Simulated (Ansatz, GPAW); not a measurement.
MnO2: 3 runs at one level of theory

```
Mn O
1.0
     2.85658    0.00000    0.00000
    -1.42829    2.47387    0.00000
     0.00000    0.00000    4.60137
Mn O
1 2
Direct
  0.00000 0.00000 0.50000
  0.33333 0.66667 0.70629
  0.66667 0.33333 0.29371
```

Measurements of this composition are mostly on another form, of space group No. 136.

Alike in all runs: task single point; functional PBEsol; k mesh 11 × 11 × 6; occupations fermi-dirac, width 0.05 eV; collinear spin, ferromagnetic start; no spin-orbit coupling. Pressure is positive in compression and, in plane waves, holds the error of the finite cutoff, which Ansatz's Pulay term estimates and takes out.

```tsv
program and potentials	plane-wave cutoff (eV)	notes	pressure (GPa)	net moment per atom (μB)	largest force (eV/Å)
Ansatz, Ansatz PAW	420	potentials made for PBE, which Ansatz adapts in part; Pulay term of +0.81 GPa included	-2.15	1.00	0.164
Ansatz, all-electron LAPW, scalar-relativistic	-	-	?	?	?
GPAW, PAW data sets generated for this functional	800	-	0.87	1.00	0.066
```

Problem. Estimate from the other rows what the run with Ansatz, all-electron LAPW, scalar-relativistic gave.

Solution. Pressure -2.12 GPa; net moment per atom 1.00 μB; largest force 0.161 eV/Å. The other rows, which needn't bracket it: pressure -2.15 to 0.87; net moment per atom 1.00; largest force 0.066 to 0.164.
